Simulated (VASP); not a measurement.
Crystal: HgTe.

```
CELL_PARAMETERS angstrom
0.00000 2.92150 2.92150
2.92150 0.00000 2.92150
2.92150 2.92150 0.00000
ATOMIC_POSITIONS crystal
Hg 0.00000 0.00000 0.00000
Te 0.50000 0.50000 0.50000
```

Measurements of this composition are mostly on another form, of space group No. 216.

Base run:

* Program: VASP 6.6.1
* Functional: PBEsol
* Potentials or basis: VASP PAW PBE potentials, release 64 (Hg, Te)
* Cutoff: 520 eV
* k mesh: 12 × 12 × 12
* Occupations: fermi-dirac, width 0.08 eV
* Spin: no spin polarisation

Its results: band gap on the k mesh none (metal or under the smearing width); pressure 6.4 GPa.

Question: The run is repeated on the same cell with these changes: functional from PBEsol to r2SCAN. What comes out?

Answer: Band gap on the k mesh none (metal or under the smearing width); pressure 9.6 GPa.

Caveats: the PAW data sets were made with another functional, which shifts forces and pressure a little.
